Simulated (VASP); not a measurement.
**From VASP inputs to Ansatz: LiF (rocksalt)**

INCAR

```
NBANDS = 12
ISIF = 2
LWAVE = .FALSE.
ENCUT = 520
LELF = .TRUE.
IBRION = -1
ISMEAR = -1
NELM = 120
EDIFF = 1E-7
LASPH = .TRUE.
LREAL = .FALSE.
NSW = 0
SIGMA = 0.02
GGA = PE
LCHARG = .TRUE.
PREC = Accurate
```

KPOINTS

```
KPOINTS created by Atomic Simulation Environment
0
Gamma
10 10 10
0 0 0
```

KPOINTS_OPT

```
special points
7
Reciprocal
0.0000000000 0.0000000000 0.0000000000 1
0.5000000000 0.0000000000 0.5000000000 1
0.6250000000 0.2500000000 0.6250000000 1
0.3750000000 0.3750000000 0.7500000000 1
0.5000000000 0.5000000000 0.5000000000 1
0.5000000000 0.2500000000 0.7500000000 1
-0.0625000000 0.0000000000 0.0625000000 1
```

POSCAR

```
Li F
 1.0000000000000000
     0.0000000000000000    1.9948717375364053    1.9948717375364053
     1.9948717375364053    0.0000000000000000    1.9948717375364053
     1.9948717375364053    1.9948717375364053    0.0000000000000000
 Li  F
   1   1
Cartesian
  0.0000000000000000  0.0000000000000000 -0.0000000000000000
  1.9948717375364053  1.9948717375364053  1.9948717375364053
```

VASP ran with the recommended PBE PAW datasets (10 valence electrons in the cell).

Q: Translate these files to an Ansatz input.

A: 

```yaml
crystal:
  lattice:
    - [0.0, 1.9948717375, 1.9948717375]
    - [1.9948717375, 0.0, 1.9948717375]
    - [1.9948717375, 1.9948717375, 0.0]
  atoms:
    - { symbol: Li, position: [0.0, 0.0, 0.0] }
    - { symbol: F, position: [0.5, 0.5, 0.5] }
kpoints:
  mp_grid: { grid: [10, 10, 10] }
  band_path:
    path:
      - [0.0, 0.0, 0.0]
      - [0.5, 0.0, 0.5]
      - [0.625, 0.25, 0.625]
      - [0.375, 0.375, 0.75]
      - [0.5, 0.5, 0.5]
      - [0.5, 0.25, 0.75]
      - [-0.0625, 0.0, 0.0625]
    npoints: 1
hamiltonian:
  xc: pbe
scf:
  occupations: { method: fermi_dirac, width: 0.02 }
  n_extra_bands: 4
output:
  forces: true
  stress: true
  eigenvalues: true
  write_density: true
  write_potential: true
  elf: true
  volumetric_format: npy
```

Other inputs would serve too.

```json
{"": "gap between bands v and c", "VASP": "9.35 eV", "Ansatz": "9.35 eV"}
{"": "least direct gap", "VASP": "9.35 eV", "Ansatz": "9.35 eV"}
{"": "pressure", "VASP": "4.0 GPa", "Ansatz": "4.4 GPa"}
```

Each program uses its own PAW datasets. VASP's cell holds 10 valence electrons and Ansatz's 10. Ansatz's stress includes a Pulay correction; VASP's doesn't.
